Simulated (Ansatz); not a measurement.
# Dielectric response of SrO (001) films, part 3 of 4

Wanted: ε of rocksalt SrO (001) by finite fields on slabs, and the band edges against the vacuum where run.

Ansatz 0.2.0; plane-wave DFT, LDA, Ansatz PAW.

So far, gap on the k-mesh (eV): step 2 (relaxing the film, 6 atoms, units 3) 2.55; step 5 (applied field, field -0.1 V/Å) 2.46; step 7 (field 0.05 V/Å, other threshold, other force threshold) 2.54; step 8 (field -0.05 V/Å, other threshold, other force threshold) 2.54; step 10 (10 atoms, units 5) 2.73.

### Step 11. The relaxed film, single point, 10 atoms, units 5

The next thickness, treated alike, so that differences show the interior and the faces cancel.

Contents of input.yaml:

```yaml
crystal:
  lattice:
    - [3.64867099, 0.0, 0.0]
    - [0.0, 3.64867099, 0.0]
    - [0.0, 0.0, 28.32]
  atoms:
    - { symbol: Sr, position: [0.5, 0.5, 0.3239643686] }
    - { symbol: O, position: [0.0, 0.0, 0.3260732964] }
    - { symbol: Sr, position: [0.0, 0.0, 0.4113965402] }
    - { symbol: O, position: [0.5, 0.5, 0.4104668516] }
    - { symbol: Sr, position: [0.5, 0.5, 0.5000000001] }
    - { symbol: O, position: [0.0, 0.0, 0.5] }
    - { symbol: Sr, position: [0.0, 0.0, 0.5886034597] }
    - { symbol: O, position: [0.5, 0.5, 0.5895331488] }
    - { symbol: Sr, position: [0.5, 0.5, 0.6760356319] }
    - { symbol: O, position: [0.0, 0.0, 0.6739267028] }
kpoints:
  mp_grid: { grid: [8, 8, 1] }
hamiltonian:
  xc: lda
scf:
  occupations: { method: fixed }
  convergence: { dr2_threshold: 1.0e-09 }
efield:
  axis: 3
  dipole_correction: true
  ramp_position: 0.97
  ramp_width: 0.06
output:
  eigenvalues: true
  write_potential: true
  write_density: true
  volumetric_format: npy
  elf: true
```

On the command line:

```
$ ansatz run input.yaml --threads 4 --pin off --max-ram 12288MiB --backend cpu --events-out ev --progress --plain --runs-dir out
```

Numbers of over 12 decimals in the logs are rounded to 6 here.

Log:

```text
[...]
Crystal: 10 atoms, lattice volume = 377.018 Å³
Basis set: ecut = 420 eV, 7367 PW (Γ)
Bands: 50, of which v1, the nominal top of the filled ones, is band 40 counted from 1 (39 counted from 0)
Symmetry: 8 space group operations
k-points: 15 of 64
[...]
k-point 0: bands = [... 36 lower, 1.2361, 1.2361, 1.2486, 1.2486, 3.9845, 4.0931, 4.2712, 4.7384, ... 6 higher]
  k-point 1: bands = [... 36 lower, 0.9362, 1.0594, 1.0750, 1.0862, 4.1992, 4.2790, 4.6944, 5.1413, ... 6 higher]
  k-point 2: bands = [... 36 lower, 0.6894, 0.7171, 0.7270, 0.9741, 4.7231, 4.7721, 5.7749, 6.0892, ... 6 higher]
  k-point 14: bands = [... 36 lower, 0.9779, 1.0502, 1.0502, 1.2587, 4.6304, 4.6304, 5.6112, 5.6112, ... 6 higher]
[key lines of the parts left out:]
SCF converged after 10 iterations
Free energy (F): -20012.874566 eV
Fermi energy:    1.258713 eV
Dipole field:    D = 0.000000 V/Å  (p = 0.000000 e·Å, saw-weighted, corrected)
Work function:   Φ+ = 4.0265 eV   Φ− = 4.0265 eV
```

Wall time 10 s (4 threads of Arm Neoverse V1, shared host); peak memory 0.81 GiB; 40 s of CPU time.

The gap is 2.73 eV, with the valence edge 4.03 eV and the conduction edge 1.30 eV under the upper vacuum level.

### Step 12. Single point, 10 atoms, units 5, field 0.1 V/Å

input.yaml, as its differences from that of step 11:

```diff
@@ -22,3 +22,3 @@
   occupations: { method: fixed }
-  convergence: { dr2_threshold: 1.0e-09 }
+  convergence: { dr2_threshold: 1.0e-10 }
 efield:
@@ -28,4 +28,4 @@
   ramp_width: 0.06
+  amplitude: 0.1
 output:
-  eigenvalues: true
   write_potential: true
@@ -33,2 +33 @@
   volumetric_format: npy
-  elf: true
```

Log:

```text
[...]
Crystal: 10 atoms, lattice volume = 377.018 Å³
Basis set: ecut = 420 eV, 7367 PW (Γ)
Bands: 50, of which v1, the nominal top of the filled ones, is band 40 counted from 1 (39 counted from 0)
Symmetry: 8 space group operations
k-points: 15 of 64
[...]
k-point 0: bands = [... 36 lower, 1.1267, 1.1267, 1.3568, 1.3568, 3.7830, 4.2617, 4.2761, 4.7381, ... 6 higher]
  k-point 1: bands = [... 36 lower, 0.9646, 0.9828, 1.1088, 1.1953, 3.9779, 4.4836, 4.6847, 5.1407, ... 6 higher]
  k-point 2: bands = [... 36 lower, 0.6058, 0.6652, 0.8369, 1.0045, 4.4828, 4.9980, 5.7644, 5.7990, ... 6 higher]
  k-point 14: bands = [... 36 lower, 0.9155, 1.1244, 1.1244, 1.2881, 4.6240, 4.6240, 5.6087, 5.6087, ... 6 higher]
[key lines of the parts left out:]
SCF converged after 14 iterations
Free energy (F): -20012.878393 eV
Fermi energy:    1.356829 eV
Dipole field:    D = 0.036743 V/Å  (p = 0.076555 e·Å, saw-weighted, corrected)
```

The job ended after 12 s (4 threads; peak memory 0.8 GiB).

The dipole is 0.0766 e·Å, and the gap on the mesh 2.426 eV.

### Step 13. Atoms held, 10 atoms, units 5, field -0.1 V/Å

input.yaml, as its differences from that of step 12:

```diff
@@ -28,3 +28,3 @@
   ramp_width: 0.06
-  amplitude: 0.1
+  amplitude: -0.1
 output:
```

Log:

```text
[...]
Crystal: 10 atoms, lattice volume = 377.018 Å³
Basis set: ecut = 420 eV, 7367 PW (Γ)
Bands: 50, of which v1, the nominal top of the filled ones, is band 40 counted from 1 (39 counted from 0)
Symmetry: 8 space group operations
k-points: 15 of 64
[...]
k-point 0: bands = [... 36 lower, 1.1267, 1.1267, 1.3568, 1.3568, 3.7830, 4.2617, 4.2761, 4.7381, ... 6 higher]
  k-point 1: bands = [... 36 lower, 0.9646, 0.9828, 1.1088, 1.1953, 3.9779, 4.4836, 4.6847, 5.1407, ... 6 higher]
  k-point 2: bands = [... 36 lower, 0.6058, 0.6652, 0.8369, 1.0045, 4.4828, 4.9980, 5.7644, 5.7990, ... 6 higher]
  k-point 14: bands = [... 36 lower, 0.9155, 1.1244, 1.1244, 1.2881, 4.6240, 4.6240, 5.6087, 5.6087, ... 6 higher]
[key lines of the parts left out:]
SCF converged after 14 iterations
Free energy (F): -20012.878393 eV
Fermi energy:    1.356829 eV
Dipole field:    D = -0.036743 V/Å  (p = -0.076555 e·Å, saw-weighted, corrected)
```

Run time: 12 s. Hardware: 4 threads; peak memory 0.8 GiB.

The dipole is -0.0766 e·Å, and the gap on the mesh 2.426 eV.

### Step 14. Response with the atoms held, 10 atoms, units 5

This step: plane-wave DFT, LDA, Ansatz PAW; response to a field along the normal, atoms held (Ansatz 0.2.0).

Local field over the applied field, running mean. From the potentials at -0.1 and 0.1 V/Å; running mean over 2.58 Å, taken twice. Table of local field over applied field by z:

```tsv
z (Å)	local field over applied field
4.5	0.990
5.0	0.978
5.5	0.953
6.0	0.906
6.5	0.831
7.0	0.727
7.5	0.603
8.0	0.475
8.5	0.363
9.0	0.280
9.5	0.230
10.0	0.210
10.5	0.212
11.0	0.221
11.5	0.231
12.0	0.241
12.5	0.249
13.0	0.254
13.5	0.256
14.0	0.256
14.5	0.256
15.0	0.255
15.5	0.253
16.0	0.246
16.5	0.237
17.0	0.228
17.5	0.218
18.0	0.209
18.5	0.214
19.0	0.244
19.5	0.306
20.0	0.400
20.5	0.520
21.0	0.649
21.5	0.768
22.0	0.862
22.5	0.926
23.0	0.964
23.5	0.984
24.0	0.993
```

The induced dipole is that of a conductor 10.41 Å thick.

### Step 15. Relaxing in the field, 10 atoms, units 5, field 0.05 V/Å

This step: plane-wave DFT, LDA, Ansatz PAW (Ansatz 0.2.0).

The same pair of relaxations in the field for this thickness.

input.yaml, as its differences from that of step 13:

```diff
@@ -28,3 +28,6 @@
   ramp_width: 0.06
-  amplitude: -0.1
+  amplitude: 0.05
+relax:
+  f_tol: 0.0006
+  max_steps: 70
 output:
```

Log:

```text
[...]
Crystal: 10 atoms, lattice volume = 377.018 Å³
Basis set: ecut = 420 eV, 7367 PW (Γ)
Bands: 50, of which v1, the nominal top of the filled ones, is band 40 counted from 1 (39 counted from 0)
Symmetry: 8 space group operations
k-points: 15 of 64
[...]
- { symbol: O, position: [0, 0.0, 0.326014] }
    - { symbol: Sr, position: [0, 0.0, 0.411432] }
    - { symbol: O, position: [0.500000, 0.500000, 0.410432] }
    - { symbol: Sr, position: [0.500000, 0.500000, 0.500054] }
    - { symbol: O, position: [0, 0.0, 0.499942] }
    - { symbol: Sr, position: [0, 0.0, 0.588638] }
    - { symbol: O, position: [0.500000, 0.500000, 0.589498] }
    - { symbol: Sr, position: [0.500000, 0.500000, 0.676098] }
    - { symbol: O, position: [0, 0.0, 0.673866] }
[key lines of the parts left out:]
SCF converged after 7 iterations
Free energy (F): -20012.875730 eV
Fermi energy:    1.259122 eV
Dipole field:    D = 0.022344 V/Å  (p = 0.046554 e·Å, saw-weighted, corrected)
```

Run time: 32 s. Hardware: 4 threads; peak memory 0.72 GiB.

Hardly anything moved in the relaxation; the energy changed by under 0.2 meV an atom.

The relaxation took 5 steps and lowered the energy by 2.1e-4 eV; the largest force on the free atoms ends at 5.9e-4 eV/Å.

The dipole is 0.0466 e·Å, and the gap on the mesh 2.693 eV.

### Step 16. Relaxing in the field, 10 atoms, units 5, field -0.05 V/Å

The opposite sign, again from the field-free geometry; the difference of the two cancels what relaxes without a field.

input.yaml, as its differences from that of step 15:

```diff
@@ -28,3 +28,3 @@
   ramp_width: 0.06
-  amplitude: 0.05
+  amplitude: -0.05
 relax:
```

Log:

```text
[...]
Crystal: 10 atoms, lattice volume = 377.018 Å³
Basis set: ecut = 420 eV, 7367 PW (Γ)
Bands: 50, of which v1, the nominal top of the filled ones, is band 40 counted from 1 (39 counted from 0)
Symmetry: 8 space group operations
k-points: 15 of 64
[...]
- { symbol: O, position: [0, 0.0, 0.326134] }
    - { symbol: Sr, position: [0, 0.0, 0.411362] }
    - { symbol: O, position: [0.500000, 0.500000, 0.410502] }
    - { symbol: Sr, position: [0.500000, 0.500000, 0.499946] }
    - { symbol: O, position: [0, 0.0, 0.500058] }
    - { symbol: Sr, position: [0, 0.0, 0.588568] }
    - { symbol: O, position: [0.500000, 0.500000, 0.589568] }
    - { symbol: Sr, position: [0.500000, 0.500000, 0.675974] }
    - { symbol: O, position: [0, 0.0, 0.673986] }
[key lines of the parts left out:]
SCF converged after 7 iterations
Free energy (F): -20012.875730 eV
Fermi energy:    1.259122 eV
Dipole field:    D = -0.022344 V/Å  (p = -0.046554 e·Å, saw-weighted, corrected)
```

It took 32 s on 4 threads; peak memory 0.72 GiB; 2.1 min of CPU time.

No atom moved by 0.005 Å in the relaxation.

The relaxation took 5 steps and lowered the energy by 2.1e-4 eV; the largest force on the free atoms ends at 5.9e-4 eV/Å.

The dipole is -0.0466 e·Å, and the gap on the mesh 2.693 eV.

### Step 17. Response with the atoms relaxed, 10 atoms, units 5

This step: plane-wave DFT, LDA, Ansatz PAW; response to a field along the normal, atoms relaxed (Ansatz 0.2.0).

Local field over the applied field, running mean. From the potentials at -0.05 and 0.05 V/Å; running mean over 2.58 Å, taken twice. Local field over applied field against z:

z (Å), local field over applied field and a bar from the least value:
```
        5      0.982 ##############################
        6      0.936 ############################
        7      0.736 ######################
        8      0.370 ############
        9      0.029 #
       10     -0.002 #
       11      0.069 ###
       12      0.114 ####
       13      0.073 ###
       14      0.025 #
       15      0.059 ##
       16      0.101 ####
       17      0.098 ###
       18      0.018 #
       19     -0.021 
       20      0.258 ########
       21      0.618 ###################
       22      0.909 ###########################
       23      0.972 #############################
       24      0.994 ##############################
```

The induced dipole is that of a conductor 12.66 Å thick.

### Step 18. Relaxing the film, 16 atoms, units 8

This step: plane-wave DFT, LDA, Ansatz PAW (Ansatz 0.2.0).

System of this step: SrO (001), 8 units. The cell holds 16 atoms: 8 Sr and 8 O. Cell: a = 3.649 Å, b = 3.649 Å, c = 36.060 Å, α = 90.0°, β = 90.0°, γ = 90.0°. It derives from SrO (rocksalt SrO). Vacuum lies along c.

The next thickness, treated alike, so that differences show the interior and the faces cancel.

Contents of input.yaml:

```yaml
crystal:
  lattice:
    - [3.64867099, 0.0, 0.0]
    - [0.0, 3.64867099, 0.0]
    - [0.0, 0.0, 36.06]
  atoms:
    - { symbol: Sr, position: [0.5, 0.5, 0.2495840266] }
    - { symbol: O, position: [0.0, 0.0, 0.2495840266] }
    - { symbol: Sr, position: [0.0, 0.0, 0.3211314476] }
    - { symbol: O, position: [0.5, 0.5, 0.3211314476] }
    - { symbol: Sr, position: [0.5, 0.5, 0.3926788686] }
    - { symbol: O, position: [0.0, 0.0, 0.3926788686] }
    - { symbol: Sr, position: [0.0, 0.0, 0.4642262895] }
    - { symbol: O, position: [0.5, 0.5, 0.4642262895] }
    - { symbol: Sr, position: [0.5, 0.5, 0.5357737105] }
    - { symbol: O, position: [0.0, 0.0, 0.5357737105] }
    - { symbol: Sr, position: [0.0, 0.0, 0.6073211314] }
    - { symbol: O, position: [0.5, 0.5, 0.6073211314] }
    - { symbol: Sr, position: [0.5, 0.5, 0.6788685524] }
    - { symbol: O, position: [0.0, 0.0, 0.6788685524] }
    - { symbol: Sr, position: [0.0, 0.0, 0.7504159734] }
    - { symbol: O, position: [0.5, 0.5, 0.7504159734] }
kpoints:
  mp_grid: { grid: [8, 8, 1] }
hamiltonian:
  xc: lda
scf:
  occupations: { method: fixed }
  convergence: { dr2_threshold: 1.0e-09 }
efield:
  axis: 3
  dipole_correction: true
  ramp_position: 0.97
  ramp_width: 0.06
relax:
  f_tol: 0.003
  max_steps: 100
output:
  write_potential: true
  write_density: true
  volumetric_format: npy
```

Log:

```text
[...]
Crystal: 16 atoms, lattice volume = 480.060 Å³
Basis set: ecut = 420 eV, 9377 PW (Γ)
Bands: 80, of which v1, the nominal top of the filled ones, is band 64 counted from 1 (63 counted from 0)
Symmetry: 8 space group operations
k-points: 15 of 64
[...]
- { symbol: Sr, position: [0.500000, 0.500000, 0.534771] }
    - { symbol: O, position: [0, 0.0, 0.534931] }
    - { symbol: Sr, position: [0, 0.0, 0.604423] }
    - { symbol: O, position: [0.500000, 0.500000, 0.604064] }
    - { symbol: Sr, position: [0.500000, 0.500000, 0.673948] }
    - { symbol: O, position: [0, 0.0, 0.674801] }
    - { symbol: Sr, position: [0, 0.0, 0.742643] }
    - { symbol: O, position: [0.500000, 0.500000, 0.740931] }
[key lines of the parts left out:]
SCF converged after 6 iterations
Free energy (F): -32021.316945 eV
Fermi energy:    2.610447 eV
Dipole field:    D = -0.000000 V/Å  (p = -0.000001 e·Å, saw-weighted, corrected)
Work function:   Φ+ = 4.0359 eV   Φ− = 4.0359 eV
```

Run time: 98 s. Hardware: 4 threads; peak memory 1.1 GiB; 6.5 min of CPU time.

Step by step:

```tsv
step	energy less that of the first step (eV)	largest force component (eV/Å)
1	0.0000	0.5893
2	-0.1082	0.5964
3	-0.2009	0.1811
4	-0.2105	0.0572
5	-0.2109	0.0046
6	-0.2109	0.0003
```

The run keeps the 8 symmetry operations that it works with, so distortions that break them were not tested.

The atoms that moved most (Å):

```tsv
atom	dx	dy	dz	length
O2	0.000	0.000	0.342	0.342
O16	0.000	0.000	-0.342	0.342
Sr1	0.000	0.000	0.280	0.280
Sr15	0.000	0.000	-0.280	0.280
Sr3	0.000	0.000	0.177	0.177
Sr13	0.000	0.000	-0.177	0.177
O14	0.000	0.000	-0.147	0.147
O4	0.000	0.000	0.147	0.147
```

Running mean over 2.58 Å of the planar mean; the ramp of the sawtooth is left out. Electron's electrostatic potential energy less the highest filled level against z:

z (Å), electron's electrostatic potential energy less the highest filled level (eV) and a bar from the least value:
```
        4       4.04 ##############################
        5       4.03 ##############################
        6       4.01 ##############################
        7       3.73 #############################
        8      -0.70 ################
        9      -5.15 ###
       10      -5.78 #
       11      -5.86 #
       12      -5.48 ##
       13      -6.01 
       14      -5.56 #
       15      -5.74 #
       16      -5.76 #
       17      -5.52 ##
       18      -6.05 
       19      -5.52 ##
       20      -5.71 #
       21      -5.79 #
       22      -5.55 #
       23      -6.02 
       24      -5.49 ##
       25      -5.77 #
       26      -5.87 #
       27      -5.20 ###
       28      -1.20 ##############
       29       3.67 #############################
       30       4.01 ##############################
       31       4.03 ##############################
       32       4.04 ##############################
```

The relaxation took 6 steps and lowered the energy by 0.21 eV; the largest force on the free atoms ends at 2.9e-4 eV/Å.

The gap is 2.78 eV, with the valence edge 4.04 eV and the conduction edge 1.26 eV under the upper vacuum level.

### Step 19. Side by side

Times are for 4 threads of Arm Neoverse V1, shared host. The series side by side:

```tsv
no.	units	gap by band count (eV)	ionisation energy, upper face (eV)	electron affinity, upper face (eV)	time	memory (GiB)
1	3	2.547	3.974	1.427	15 s	0.52
2	5	2.726	4.026	1.301	38 s	0.74
3	8	2.779	4.036	1.257	98 s	1.1
```

The valence density, planar mean (3) oscillates, so the rows of the table below give means over windows of 1 Å about each position, cut where the curve ends. Its maxima inside the range that stand out by 2 % of the span (Å: e/Å³): 9.1: 1.00, 11.6: 1.00, 14.0: 1.00. Its minima: 10.4: 0.104, 12.7: 0.104.

The runs together. Valence density, planar mean against z; means over each step:

```tsv
z (Å)	3 (e/Å³)	5 (e/Å³)	8 (e/Å³)
5	4.3e-5	3.7e-5	2.9e-5
6	4.5e-4	3.8e-4	3.0e-4
7	0.00520	0.00430	0.00329
8	0.123	0.0975	0.0698
9	0.808	0.773	0.709
10	0.282	0.336	0.417
11	0.506	0.458	0.375
12	0.639	0.679	0.752
13	0.204	0.166	0.156
14	0.831	0.799	0.741
15	0.199	0.299	0.382
16	0.00803	0.417	0.347
17	6.5e-4	0.716	0.771
18	6.3e-5	0.186	0.156
19	6.2e-6	0.809	0.733
20	0	0.256	0.395
21	0	0.0108	0.338
22	0	8.2e-4	0.773
23	0	1.2e-4	0.175
```

### Step 20. Single point on the relaxed film, 16 atoms, units 8

The next thickness, treated alike, so that differences show the interior and the faces cancel.

Contents of input.yaml:

```yaml
crystal:
  lattice:
    - [3.64867099, 0.0, 0.0]
    - [0.0, 3.64867099, 0.0]
    - [0.0, 0.0, 36.06]
  atoms:
    - { symbol: Sr, position: [0.5, 0.5, 0.25735746] }
    - { symbol: O, position: [0.0, 0.0, 0.2590696683] }
    - { symbol: Sr, position: [0.0, 0.0, 0.326052511] }
    - { symbol: O, position: [0.5, 0.5, 0.3251993356] }
    - { symbol: Sr, position: [0.5, 0.5, 0.3955769451] }
    - { symbol: O, position: [0.0, 0.0, 0.3959359576] }
    - { symbol: Sr, position: [0.0, 0.0, 0.4652285937] }
    - { symbol: O, position: [0.5, 0.5, 0.4650690698] }
    - { symbol: Sr, position: [0.5, 0.5, 0.5347710741] }
    - { symbol: O, position: [0.0, 0.0, 0.5349305537] }
    - { symbol: Sr, position: [0.0, 0.0, 0.6044228623] }
    - { symbol: O, position: [0.5, 0.5, 0.6040638431] }
    - { symbol: Sr, position: [0.5, 0.5, 0.6739476088] }
    - { symbol: O, position: [0.0, 0.0, 0.6748006584] }
    - { symbol: Sr, position: [0.0, 0.0, 0.7426429115] }
    - { symbol: O, position: [0.5, 0.5, 0.7409309472] }
kpoints:
  mp_grid: { grid: [8, 8, 1] }
hamiltonian:
  xc: lda
scf:
  occupations: { method: fixed }
  convergence: { dr2_threshold: 1.0e-09 }
efield:
  axis: 3
  dipole_correction: true
  ramp_position: 0.97
  ramp_width: 0.06
output:
  eigenvalues: true
  dos: { projected: true, e_range: [-7, 7] }
  write_potential: true
  write_density: true
  volumetric_format: npy
checkpoint:
  write: end8.run
  compress: false
  write_wavefunctions: false
```

Log:

```text
[...]
Crystal: 16 atoms, lattice volume = 480.060 Å³
Basis set: ecut = 420 eV, 9377 PW (Γ)
Bands: 80, of which v1, the nominal top of the filled ones, is band 64 counted from 1 (63 counted from 0)
Symmetry: 8 space group operations
k-points: 15 of 64
[...]
k-point 0: bands = [... 60 lower, 2.6099, 2.6099, 2.6105, 2.6105, 5.3892, 5.4092, 5.5404, 5.7488, ... 12 higher]
  k-point 1: bands = [... 60 lower, 2.3379, 2.4151, 2.4482, 2.4487, 5.5942, 5.6071, 5.9678, 6.1657, ... 12 higher]
  k-point 2: bands = [... 60 lower, 2.0900, 2.0902, 2.2263, 2.3105, 6.1061, 6.1132, 7.0585, 7.2315, ... 12 higher]
  k-point 14: bands = [... 60 lower, 2.3980, 2.3980, 2.5284, 2.5284, 5.7722, 5.7722, 6.2911, 6.2911, ... 12 higher]
[key lines of the parts left out:]
SCF converged after 10 iterations
Free energy (F): -32021.316945 eV
Fermi energy:    2.610454 eV
Dipole field:    D = 0.000000 V/Å  (p = 0.000001 e·Å, saw-weighted, corrected)
Work function:   Φ+ = 4.0359 eV   Φ− = 4.0359 eV
```

Wall time 26 s (4 threads); peak memory 1.3 GiB; 1.7 min of CPU time.

Running mean over 2.58 Å of the planar mean; the ramp of the sawtooth is left out. Table of electron's electrostatic potential energy less the highest filled level by z:

```tsv
z (Å)	electron's electrostatic potential energy less the highest filled level (eV)
4	4.04
5	4.03
6	4.01
7	3.73
8	-0.699
9	-5.15
10	-5.78
11	-5.86
12	-5.48
13	-6.01
14	-5.56
15	-5.74
16	-5.76
17	-5.52
18	-6.05
19	-5.52
20	-5.71
21	-5.79
22	-5.55
23	-6.02
24	-5.49
25	-5.77
26	-5.87
27	-5.20
28	-1.20
29	3.67
30	4.01
31	4.03
32	4.04
```

The gap is 2.78 eV, with the valence edge 4.04 eV and the conduction edge 1.26 eV under the upper vacuum level.

(Part 3 of 4 ends here.)

[Logs are printed without paths, hosts, clocks, repeated set-up lines and the standing remarks that a program may print on its own settings, such as how far it seeks lower states.]

[Hosts, paths, dates, database ids (printed as entryN), source tags and the programs' standing remarks are cut or masked in the printed files.]

[Maps of the electrostatic potential energy from Ansatz leave out the sawtooth potential of an applied field or a dipole correction, so their vacuum need not be flat; planar profiles and work functions include it.]
